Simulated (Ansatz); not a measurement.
# SiC: the cost of one run

Program: Ansatz 0.2.0. Level of theory: DFT PBE, scalar-relativistic, plane waves, PAW. These are calculated values, not measurements.

**1. The system as given**

Symmetry: Cmc2_1, No. 36, orthorhombic system. Conventional cell: a = 3.078 Å, b = 5.335 Å, c = 15.122 Å, α = 90.00°, β = 90.00°, γ = 90.00°. Si (site symmetry m) has 4 C at 1.87 to 1.91 Å as nearest neighbours. Si (site symmetry m) is surrounded by 4 C at 1.87 to 1.92 Å. C (site symmetry m) is surrounded by 4 Si at 1.87 to 1.92 Å. C (site symmetry m) is surrounded by 4 Si at 1.87 to 1.91 Å.

Coordinates:

```
CELL_PARAMETERS angstrom
-6.15560 0.00000 0.00000
-3.07780 -5.33500 0.00000
-3.07780 0.00000 15.12190
ATOMIC_POSITIONS crystal
Si 0.98735 0.16730 0.85800
Si 0.48735 0.16730 0.85800
Si 0.98735 0.66730 0.85800
Si 0.48735 0.66730 0.85800
Si 0.90465 0.83270 0.35800
Si 0.40465 0.83270 0.35800
Si 0.90465 0.33270 0.35800
Si 0.40465 0.33270 0.35800
Si 0.98760 0.50070 0.52410
Si 0.48760 0.50070 0.52410
Si 0.98760 0.00070 0.52410
Si 0.48760 0.00070 0.52410
Si 0.73830 0.49930 0.02410
Si 0.23830 0.49930 0.02410
Si 0.73830 0.99930 0.02410
Si 0.23830 0.99930 0.02410
Si 0.73653 0.83570 0.69124
Si 0.23653 0.83570 0.69124
Si 0.73653 0.33570 0.69124
Si 0.23653 0.33570 0.69124
Si 0.82223 0.16430 0.19124
Si 0.32223 0.16430 0.19124
Si 0.82223 0.66430 0.19124
Si 0.32223 0.66430 0.19124
C 0.92685 0.49600 0.65030
C 0.42685 0.49600 0.65030
C 0.92685 0.99600 0.65030
C 0.42685 0.99600 0.65030
C 0.67285 0.50400 0.15030
C 0.17285 0.50400 0.15030
C 0.67285 0.00400 0.15030
C 0.17285 0.00400 0.15030
C 0.92915 0.16000 0.98170
C 0.42915 0.16000 0.98170
C 0.92915 0.66000 0.98170
C 0.42915 0.66000 0.98170
C 0.83915 0.84000 0.48170
C 0.33915 0.84000 0.48170
C 0.83915 0.34000 0.48170
C 0.33915 0.34000 0.48170
C 0.67710 0.82900 0.81680
C 0.17710 0.82900 0.81680
C 0.67710 0.32900 0.81680
C 0.17710 0.32900 0.81680
C 0.75610 0.17100 0.31680
C 0.25610 0.17100 0.31680
C 0.75610 0.67100 0.31680
C 0.25610 0.67100 0.31680
```

The runs take a perfect supercell of 48 atoms; the defect goes to fractional position (0.987, 0.167, 0.858).

**2. The perfect supercell**

Input file input.yaml:

```yaml
crystal:
  lattice:
    - [-6.1556, 0.0, 0.0]
    - [-3.0778, -5.335, 0.0]
    - [-3.0778, 0.0, 15.1219]
  atoms:
    - { symbol: Si, position: [0.98735, 0.1673, 0.858] }
    - { symbol: Si, position: [0.48735, 0.1673, 0.858] }
    - { symbol: Si, position: [0.98735, 0.6673, 0.858] }
    - { symbol: Si, position: [0.48735, 0.6673, 0.858] }
    - { symbol: Si, position: [0.90465, 0.8327, 0.358] }
    - { symbol: Si, position: [0.40465, 0.8327, 0.358] }
    - { symbol: Si, position: [0.90465, 0.3327, 0.358] }
    - { symbol: Si, position: [0.40465, 0.3327, 0.358] }
    - { symbol: Si, position: [0.9876, 0.5007, 0.5241] }
    - { symbol: Si, position: [0.4876, 0.5007, 0.5241] }
    - { symbol: Si, position: [0.9876, 0.0007, 0.5241] }
    - { symbol: Si, position: [0.4876, 0.0007, 0.5241] }
    - { symbol: Si, position: [0.7383, 0.4993, 0.0241] }
    - { symbol: Si, position: [0.2383, 0.4993, 0.0241] }
    - { symbol: Si, position: [0.7383, 0.9993, 0.0241] }
    - { symbol: Si, position: [0.2383, 0.9993, 0.0241] }
    - { symbol: Si, position: [0.73653, 0.8357, 0.69124] }
    - { symbol: Si, position: [0.23653, 0.8357, 0.69124] }
    - { symbol: Si, position: [0.73653, 0.3357, 0.69124] }
    - { symbol: Si, position: [0.23653, 0.3357, 0.69124] }
    - { symbol: Si, position: [0.82223, 0.1643, 0.19124] }
    - { symbol: Si, position: [0.32223, 0.1643, 0.19124] }
    - { symbol: Si, position: [0.82223, 0.6643, 0.19124] }
    - { symbol: Si, position: [0.32223, 0.6643, 0.19124] }
    - { symbol: C, position: [0.92685, 0.496, 0.6503] }
    - { symbol: C, position: [0.42685, 0.496, 0.6503] }
    - { symbol: C, position: [0.92685, 0.996, 0.6503] }
    - { symbol: C, position: [0.42685, 0.996, 0.6503] }
    - { symbol: C, position: [0.67285, 0.504, 0.1503] }
    - { symbol: C, position: [0.17285, 0.504, 0.1503] }
    - { symbol: C, position: [0.67285, 0.004, 0.1503] }
    - { symbol: C, position: [0.17285, 0.004, 0.1503] }
    - { symbol: C, position: [0.92915, 0.16, 0.9817] }
    - { symbol: C, position: [0.42915, 0.16, 0.9817] }
    - { symbol: C, position: [0.92915, 0.66, 0.9817] }
    - { symbol: C, position: [0.42915, 0.66, 0.9817] }
    - { symbol: C, position: [0.83915, 0.84, 0.4817] }
    - { symbol: C, position: [0.33915, 0.84, 0.4817] }
    - { symbol: C, position: [0.83915, 0.34, 0.4817] }
    - { symbol: C, position: [0.33915, 0.34, 0.4817] }
    - { symbol: C, position: [0.6771, 0.829, 0.8168] }
    - { symbol: C, position: [0.1771, 0.829, 0.8168] }
    - { symbol: C, position: [0.6771, 0.329, 0.8168] }
    - { symbol: C, position: [0.1771, 0.329, 0.8168] }
    - { symbol: C, position: [0.7561, 0.171, 0.3168] }
    - { symbol: C, position: [0.2561, 0.171, 0.3168] }
    - { symbol: C, position: [0.7561, 0.671, 0.3168] }
    - { symbol: C, position: [0.2561, 0.671, 0.3168] }
basis:
  ecutwfc: 420
  fft_grid_basis: typed
kpoints:
  mp_grid: { grid: [2, 2, 2] }
hamiltonian:
  xc: pbe
  pseudopotentials: { kind: paw }
scf:
  occupations: { method: gaussian, width: 0.05 }
output:
  forces: true
  stress: false
  eigenvalues: true
  bader: false
  write_density: true
  volumetric_format: npy
```

Run with:

```console
$ ansatz run input.yaml --threads 4 --pin off --max-ram 10240MiB --backend cpu --events-out ev --progress --plain --runs-dir out
```

What time and memory should one allow on 4 threads of Arm Neoverse N1, shared host?

About 8.3 s, with a peak of 1.8 GiB.
